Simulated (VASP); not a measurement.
Ir:

```
Ir
1.0
     1.52766   -4.84605    0.00000
     1.52766    4.84605    0.00000
     0.00000    0.00000    4.04299
Ir
4
Direct
  0.09800 0.90200 0.91000
  0.59800 0.40200 0.59000
  0.90200 0.09800 0.09000
  0.40200 0.59800 0.41000
```

The cell was built by a generator and needn't be a form met in nature.

* Program: VASP 6.6.1
* Task: relaxation of cell and atoms
* Functional: PBE
* Potentials or basis: VASP PAW PBE potentials, release 64 (Ir)
* Cutoff: 600 eV
* k mesh: 6 × 6 × 4
* Occupations: gaussian, width 0.1 eV
* Spin: no spin polarisation

At the start: pressure 188.7 GPa; volume 14.97 Å³/atom.

Task: How do energy, volume and symmetry change on relaxing?

Result: Over 28 steps the energy falls by 4971.5 meV/atom and the volume is 15.36 Å³/atom (+2.6 %); space group Fmmm (No. 69, to 0.05 Å).

Step by step:
| step | energy change (eV) | largest force (eV/Å) | pressure (GPa) | volume (Å³) |
| --- | --- | --- | --- | --- |
| 1 | 0.0000 | 21.7213 | 188.71 | 59.86 |
| 2 | 11.1906 | 1.2596 | -13.44 | 373.52 |
| 3 | 5.2801 | 1.7878 | -9.24 | 267.54 |
| 4 | 3.8184 | 1.9533 | -10.72 | 234.29 |
| 5 | -5.7842 | 1.1633 | -29.70 | 128.19 |
| 6 | -13.9066 | 0.3824 | -39.35 | 89.82 |
| 7 | -17.4214 | 0.2097 | -25.63 | 73.85 |
| 8 | -17.9191 | 2.0340 | -2.07 | 66.62 |
| 9 | -17.9413 | 1.5567 | -7.98 | 67.97 |
| 10 | -17.9421 | 1.6434 | -6.90 | 67.70 |
| 11 | -18.5233 | 1.7150 | 6.11 | 62.56 |
| 12 | -18.5453 | 1.7293 | 11.52 | 61.29 |
| 13 | -18.7840 | 0.5671 | 8.50 | 61.27 |
| 14 | -18.8333 | 0.2836 | 8.05 | 61.24 |
| 15 | -18.9659 | 0.3780 | -0.70 | 62.76 |
| 16 | -18.9970 | 0.4894 | -15.92 | 66.18 |
| 17 | -19.0259 | 0.4627 | -10.11 | 64.72 |
| 18 | -19.1172 | 0.4980 | -11.20 | 64.81 |
| 19 | -19.3837 | 0.5019 | -13.66 | 65.00 |
| 20 | -19.6178 | 0.3322 | -13.46 | 65.04 |
| 21 | -19.6146 | 0.3878 | -14.46 | 65.08 |
| 22 | -19.8200 | 0.2946 | -5.11 | 62.71 |
| 23 | -19.8417 | 0.2407 | -0.61 | 61.78 |
| 24 | -19.8724 | 0.1628 | -0.63 | 61.69 |
| 25 | -19.8854 | 0.0648 | -0.41 | 61.58 |
| 26 | -19.8855 | 0.0589 | -0.39 | 61.57 |
| 27 | -19.8860 | 0.0462 | 0.01 | 61.49 |
| 28 | -19.8862 | 0.0376 | 0.28 | 61.44 |

Final structure:
```xyz
4
Lattice="1.3486 -4.9306 0.0000 1.3486 4.9306 0.0000 0.0000 0.0000 4.6197" Properties=species:S:1:pos:R:3 pbc="T T T"
Ir    1.3486    3.6688    4.6176
Ir    1.3486   -1.2618    2.3120
Ir    1.3486   -3.6688    0.0021
Ir    1.3486    1.2618    2.3078
```

Caveat: the k mesh is coarse (spacing up to 0.39 Å⁻¹), so the values aren't converged.
